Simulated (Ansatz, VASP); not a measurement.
**As: VASP beside Ansatz**

```xyz
2
Lattice="1.9055 1.1002 3.5603 -1.9055 1.1002 3.5603 0.0000 -2.2003 3.5603" Properties=species:S:1:pos:R:3 pbc="T T T"
As    0.0000    0.0000    2.4139
As    0.0000    0.0000    8.2670
```

Change from the starting cell: volume scaled by 1.04.

Alike in both runs: task single point; functional PBE; k mesh 9 × 9 × 9; occupations fermi-dirac, width 0.05 eV; no spin polarisation.

|  | VASP | Ansatz |
| --- | --- | --- |
| version | VASP 6.6.1 | Ansatz 0.2.0 |
| potentials or method | VASP PAW PBE potentials, release 64 (As), cutoff 520 eV | all-electron LAPW, scalar-relativistic |

VASP gave:

| Quantity | Value |
| --- | --- |
| gap on the k mesh at the Fermi level (eV) | none |
| pressure (GPa) | 0.9 |
| largest component of the traceless stress (GPa) | 0.21 |
| rms of the force components (eV/Å) | 0.127 |

**Question.** Which values does Ansatz return?

**Answer.** gap on the k mesh at the Fermi level (eV): none; pressure (GPa): 0.7; largest component of the traceless stress (GPa): 0.30; rms of the force components (eV/Å): 0.096.

Atom by atom the forces differ by 0.031 eV/Å (rms over components). A gap of «none» marks a metal or a gap that the smearing closes. Ansatz ran all-electron here, so the differences hold the error of VASP's frozen core and of both bases.
